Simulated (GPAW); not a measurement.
# BaTiO3 (Pm-3m) in GPAW: further runs, part 2 of 2

GPAW 26.7.0.

## 3. Relaxation of cell and atoms, PBEsol, target pressure 2 GPa, at which the enthalpy is minimised

File run.py:

```python
from ase import Atoms
from ase.filters import FrechetCellFilter
from ase.io import write
from ase.optimize import BFGS
from ase.units import GPa
from gpaw import GPAW, PW, setup_paths

setup_paths.insert(0, '.')

atoms = Atoms(['Ba', 'Ti', 'O', 'O', 'O'],
              cell=[[4.006, 0.0, 0.0],
                    [0.0, 4.006, 0.0],
                    [0.0, 0.0, 4.006]],
              scaled_positions=[[0.5, 0.5, 0.5],
                                [0.0, 0.0, 0.0],
                                [0.0, 0.0, 0.5],
                                [0.0, 0.5, 0.0],
                                [0.5, 0.0, 0.0]],
              pbc=True)

calc = GPAW(mode=PW(800),
            xc='PBEsol',
            kpts={'size': (6, 6, 6), 'gamma': True},
            occupations={'name': 'fermi-dirac', 'width': 0.05},
            nbands=36,
            convergence={'density': 1e-05, 'forces': 0.0001},
            maxiter=150,
            txt='gpaw.txt')
atoms.calc = calc
opt = BFGS(FrechetCellFilter(atoms, scalar_pressure=2 * GPa), trajectory='relax.traj', logfile='-')
done = opt.run(fmax=0.02, steps=60)
calc.write('gs.gpw')
write('result.traj', atoms)
print('Converged:', done)
print('Cell:', atoms.cell.cellpar().round(4))
print('Volume:', round(atoms.get_volume(), 4))
print(atoms.get_scaled_positions().round(5))
```

Potentials or basis: PAW data sets generated in the run's folder for this functional, pw.

Launch:

```bash
$ gpaw-setup -f PBEsol Ba O Ti
$ OMP_NUM_THREADS=1 python run.py
```

gpaw.txt:

```text
__  _  _
 | _ |_)|_||  |
 |__||  | ||/\| - 26.7.0

Input parameters:
  mode=PW(ecut=800.0),
  convergence={'density': 1e-05, 'forces': 0.0001},
  kpts=MonkhorstPack(size=(6, 6, 6), gamma=True),
  maxiter=150,
  nbands=36,
  occupations=Occupations(name='fermi-dirac', width=0.05),
  xc=XC(name='PBEsol')

Diagonalizing LCAO Hamiltonian
Converting LCAO to pw mode
   .---------.
  /|         |
 * |         |
 | |   Ba    |
 O |         |
 | .---------.
 |/         /
 Ti---O----*

Atoms  # Å, Bohr magnetons
|   | symbol |        x |        y |        z |    initial magnetic moments |
|---|--------|----------|----------|----------|-----------------------------|
| 0 |     Ba | 2.003000 | 2.003000 | 2.003000 | ( 0.0000,  0.0000,  0.0000) |
| 1 |     Ti | 0.000000 | 0.000000 | 0.000000 | ( 0.0000,  0.0000,  0.0000) |
| 2 |      O | 0.000000 | 0.000000 | 2.003000 | ( 0.0000,  0.0000,  0.0000) |
| 3 |      O | 0.000000 | 2.003000 | 0.000000 | ( 0.0000,  0.0000,  0.0000) |
| 4 |      O | 2.003000 | 0.000000 | 0.000000 | ( 0.0000,  0.0000,  0.0000) |

Unit cell  # Å
| periodic |        x |        y |        z |  lengths |    angles |
|----------|----------|----------|----------|----------|-----------|
|      yes | 4.006000 | 0.000000 | 0.000000 | 4.006000 | 90.000000 |
|      yes | 0.000000 | 4.006000 | 0.000000 | 4.006000 | 90.000000 |
|      yes | 0.000000 | 0.000000 | 4.006000 | 4.006000 | 90.000000 |

Number of symmetries: 48
Symmetry operations  # r_c * U_cc + t_c -> r_c
|    | kind |            matrix            |
|----|------|------------------------------|
|  0 |  E   |  1, 0, 0,  0, 1, 0,  0, 0, 1 |
|  1 |  σ   |  1, 0, 0,  0, 1, 0,  0, 0,-1 |
|  2 |  σ   |  1, 0, 0,  0, 0, 1,  0, 1, 0 |
|  3 |  C4  |  1, 0, 0,  0, 0, 1,  0,-1, 0 |
|  4 |  C4  |  1, 0, 0,  0, 0,-1,  0, 1, 0 |
|  5 |  σ   |  1, 0, 0,  0, 0,-1,  0,-1, 0 |
|  6 |  σ   |  1, 0, 0,  0,-1, 0,  0, 0, 1 |
|  7 |  C2  |  1, 0, 0,  0,-1, 0,  0, 0,-1 |
|  8 |  σ   |  0, 1, 0,  1, 0, 0,  0, 0, 1 |
[... 269 lines left out ...]
Forces  # eV/Ang
|        x |        y |        z |
|----------|----------|----------|
| -0.00000 | -0.00000 |  0.00000 |  # Ba   0
[... 34 lines left out ...]
|----|------|------------------------------|
|  0 |  E   |  1, 0, 0,  0, 1, 0,  0, 0, 1 |
|  1 |  σ   |  1, 0, 0,  0, 1, 0,  0, 0,-1 |
|  2 |  σ   |  1, 0, 0,  0, 0, 1,  0, 1, 0 |
|  3 |  C4  |  1, 0, 0,  0, 0, 1,  0,-1, 0 |
|  4 |  C4  |  1, 0, 0,  0, 0,-1,  0, 1, 0 |
|  5 |  σ   |  1, 0, 0,  0, 0,-1,  0,-1, 0 |
|  6 |  σ   |  1, 0, 0,  0,-1, 0,  0, 0, 1 |
|  7 |  C2  |  1, 0, 0,  0,-1, 0,  0, 0,-1 |
|  8 |  σ   |  0, 1, 0,  1, 0, 0,  0, 0, 1 |
[... 253 lines left out ...]
Gap: 1.738 eV
Transition (v -> c):
  (s=0, k=19, n=19, [0.50, 0.50, 0.50]) -> (s=0, k=0, n=20, [0.00, 0.00, 0.00])
Direct/indirect transitions are different
Direct gap: 1.871 eV
Transition at: (s=0, k=0, n=19, [0.00, 0.00, 0.00])

Stress tensor  # eV/Ang^3
|         x |         y |        z |
|-----------|-----------|----------|
|  0.015915 | -0.000000 | 0.000000 |
| -0.000000 |  0.015915 | 0.000000 |
|  0.000000 |  0.000000 | 0.015915 |

Forces  # eV/Ang
|        x |        y |        z |
|----------|----------|----------|
| -0.00000 | -0.00000 | -0.00000 |  # Ba   0
|  0.00000 |  0.00000 |  0.00000 |  # Ti   1
|  0.00000 |  0.00000 |  0.00000 |  # O    2
| -0.00000 |  0.00000 |  0.00000 |  # O    3
|  0.00000 | -0.00000 | -0.00000 |  # O    4

Interpolating wave functions to new cell

              Ba
       O
         O
       Ti   O

Atoms  # Å, Bohr magnetons
|   | symbol |         x |        y |         z |    initial magnetic moments |
|---|--------|-----------|----------|-----------|-----------------------------|
| 0 |     Ba |  1.983114 | 1.983114 |  1.983114 | ( 0.0000,  0.0000,  0.0000) |
| 1 |     Ti |  0.000000 | 0.000000 | -0.000000 | ( 0.0000,  0.0000,  0.0000) |
| 2 |      O | -0.000000 | 0.000000 |  1.983114 | ( 0.0000,  0.0000,  0.0000) |
| 3 |      O |  0.000000 | 1.983114 | -0.000000 | ( 0.0000,  0.0000,  0.0000) |
| 4 |      O |  1.983114 | 0.000000 | -0.000000 | ( 0.0000,  0.0000,  0.0000) |

Unit cell  # Å
| periodic |         x |        y |         z |  lengths |    angles |
|----------|-----------|----------|-----------|----------|-----------|
|      yes |  3.966229 | 0.000000 | -0.000000 | 3.966229 | 90.000000 |
|      yes |  0.000000 | 3.966229 | -0.000000 | 3.966229 | 90.000000 |
|      yes | -0.000000 | 0.000000 |  3.966229 | 3.966229 | 90.000000 |

Number of symmetries: 48
Symmetry operations  # r_c * U_cc + t_c -> r_c
|    | kind |            matrix            |
|----|------|------------------------------|
|  0 |  E   |  1, 0, 0,  0, 1, 0,  0, 0, 1 |
|  1 |  σ   |  1, 0, 0,  0, 1, 0,  0, 0,-1 |
|  2 |  σ   |  1, 0, 0,  0, 0, 1,  0, 1, 0 |
|  3 |  C4  |  1, 0, 0,  0, 0, 1,  0,-1, 0 |
|  4 |  C4  |  1, 0, 0,  0, 0,-1,  0, 1, 0 |
|  5 |  σ   |  1, 0, 0,  0, 0,-1,  0,-1, 0 |
|  6 |  σ   |  1, 0, 0,  0,-1, 0,  0, 0, 1 |
|  7 |  C2  |  1, 0, 0,  0,-1, 0,  0, 0,-1 |
|  8 |  σ   |  0, 1, 0,  1, 0, 0,  0, 0, 1 |
[... 254 lines left out ...]
Gap: 1.790 eV
Transition (v -> c):
  (s=0, k=19, n=19, [0.50, 0.50, 0.50]) -> (s=0, k=0, n=20, [0.00, 0.00, 0.00])
Direct/indirect transitions are different
Direct gap: 1.895 eV
Transition at: (s=0, k=0, n=19, [0.00, 0.00, 0.00])

Stress tensor  # eV/Ang^3
|         x |         y |         z |
|-----------|-----------|-----------|
| -0.013546 |  0.000000 |  0.000000 |
|  0.000000 | -0.013546 |  0.000000 |
|  0.000000 |  0.000000 | -0.013546 |

Forces  # eV/Ang
|        x |        y |        z |
|----------|----------|----------|
| -0.00000 |  0.00000 | -0.00000 |  # Ba   0
| -0.00000 | -0.00000 |  0.00000 |  # Ti   1
|  0.00000 |  0.00000 | -0.00000 |  # O    2
|  0.00000 | -0.00000 |  0.00000 |  # O    3
| -0.00000 |  0.00000 |  0.00000 |  # O    4

# Writing to gs.gpw (mode='')
```

It took 2.4 min on 1 thread of Arm Neoverse V1, shared host; peak memory 0.32 GiB.

Results:

```
Free energy                                            : -41.4834 eV
Relaxed volume                                         : 12.48 Å³/atom
Relaxed cell                                           : a = 3.966 Å, b = 3.966 Å, c = 3.966 Å, α = 90.00°, β = 90.00°, γ = 90.00°
Space group after relaxing (to 0.05 Å)                 : Pm-3m (No. 221)
Energy change on relaxing (the enthalpy is what falls) : -0.8 meV/atom
Ionic steps                                            : 3
Pressure after relaxing                                : 2.2 GPa
Band gap on the k mesh                                 : 1.79 eV, indirect (least direct gap 1.89 eV)
```

Step by step:
```tsv
step	energy change (eV)	largest force (eV/Å)	pressure (GPa)	volume (Å³)
1	0.0000	0.0000	-3.14	64.29
2	-0.0038	0.0000	-2.55	64.06
3	-0.0039	0.0000	2.17	62.39
```

Final structure:
```cif
data_structure
_symmetry_space_group_name_H-M 'P 1'
_symmetry_Int_Tables_number 1
_cell_length_a 3.9662
_cell_length_b 3.9662
_cell_length_c 3.9662
_cell_angle_alpha 90.000
_cell_angle_beta 90.000
_cell_angle_gamma 90.000
_cell_volume 62.39
loop_
_atom_site_label
_atom_site_type_symbol
_atom_site_fract_x
_atom_site_fract_y
_atom_site_fract_z
_atom_site_occupancy
Ba1 Ba 0.50000 0.50000 0.50000 1
Ti1 Ti 0.00000 0.00000 0.00000 1
O1 O 0.00000 0.00000 0.50000 1
O2 O 0.00000 0.50000 0.00000 1
O3 O 0.50000 0.00000 0.00000 1
```

Caveat: later steps reuse the first step's grids; spin-orbit coupling is left out, which moves the levels of the heavy elements. A k mesh can miss the band edges.

## 4. Relaxation of cell and atoms, PBEsol, target pressure 5 GPa, at which the enthalpy is minimised

Changes to run.py since step 3:

```diff
@@ -29,3 +29,3 @@
 atoms.calc = calc
-opt = BFGS(FrechetCellFilter(atoms, scalar_pressure=2 * GPa), trajectory='relax.traj', logfile='-')
+opt = BFGS(FrechetCellFilter(atoms, scalar_pressure=5 * GPa), trajectory='relax.traj', logfile='-')
 done = opt.run(fmax=0.02, steps=60)
```

Launch:

```bash
$ gpaw-setup -f PBEsol Ba O Ti
$ OMP_NUM_THREADS=1 python run.py
```

Wall time 3 min (1 thread of Arm Neoverse V1, shared host); peak memory 0.31 GiB.

It converged, with:

```yaml
Free_energy: -41.4623 eV
Relaxed_volume: 12.30 Å³/atom
Relaxed_cell: a = 3.947 Å, b = 3.947 Å, c = 3.947 Å, α = 90.00°, β = 90.00°, γ = 90.00°
Space_group_after_relaxing_to_0.05_Å: Pm-3m (No. 221)
Energy_change_on_relaxing_the_enthalpy_is_what_falls: +3.5 meV/atom
Ionic_steps: 4
Pressure_after_relaxing: 5.0 GPa
Band_gap_on_the_k_mesh: 1.82 eV, indirect (least direct gap 1.91 eV)
```

The path:
```csv
step,energy change (eV),largest force (eV/Å),pressure (GPa),volume (Å³)
1,0.0000,0.0000,-3.14,64.29
2,-0.0055,0.0000,-2.20,63.93
3,0.0220,0.0000,5.44,61.36
4,0.0173,0.0000,4.98,61.50
```

Final structure:
```
CELL_PARAMETERS angstrom
3.94730 0.00000 0.00000
0.00000 3.94730 0.00000
0.00000 0.00000 3.94730
ATOMIC_POSITIONS crystal
Ba 0.50000 0.50000 0.50000
Ti 0.00000 0.00000 0.00000
O 0.00000 0.00000 0.50000
O 0.00000 0.50000 0.00000
O 0.50000 0.00000 0.00000
```

Levels at points of the mesh, in eV from the valence-band top:
| k point | band 16 | band 17 | band 18 | band 19 | band 20 | band 21 | band 22 | band 23 | band 24 | band 25 |
| --- | --- | --- | --- | --- | --- | --- | --- | --- | --- | --- |
| (0.00, 0.00, 0.00) | -1.19 | -1.19 | -0.09 | -0.09 | -0.09 | 1.82 | 1.82 | 1.82 | 4.28 | 4.28 |
| (0.50, 0.00, 0.00) | -2.02 | -1.90 | -1.90 | -0.70 | -0.70 | 2.00 | 3.74 | 3.74 | 4.29 | 6.41 |
| (0.50, 0.50, 0.00) | -2.88 | -1.71 | -0.84 | -0.84 | -0.09 | 3.75 | 3.75 | 4.18 | 5.19 | 8.05 |
| (0.50, 0.50, 0.50) | -2.37 | -2.37 | 0.00 | 0.00 | 0.00 | 4.48 | 4.48 | 4.48 | 6.86 | 6.86 |

Caveat: later steps reuse the first step's grids; spin-orbit coupling is left out, which moves the levels of the heavy elements.

## 5. The runs side by side

| cell | target pressure | gap on the mesh (eV) | pressure (GPa) |
| --- | --- | --- | --- |
| relaxed | - | 1.77 | 0.1 |
| relaxed to 2 GPa | 2 GPa | 1.79 | 2.2 |
| relaxed to 5 GPa | 5 GPa | 1.82 | 5.0 |

Alike in all rows: task relaxation of cell and atoms; level PBEsol; potentials or basis PAW data sets generated in the run's folder for this functional, pw; no spin polarisation; k mesh 6 × 6 × 6; cutoff (eV) 800; smearing fermi-dirac 0.05 eV.

Caveats: later steps reuse the first step's grids; spin-orbit coupling is left out, which moves the levels of the heavy elements.

Absolute energies hang on the potentials; compare differences alone.
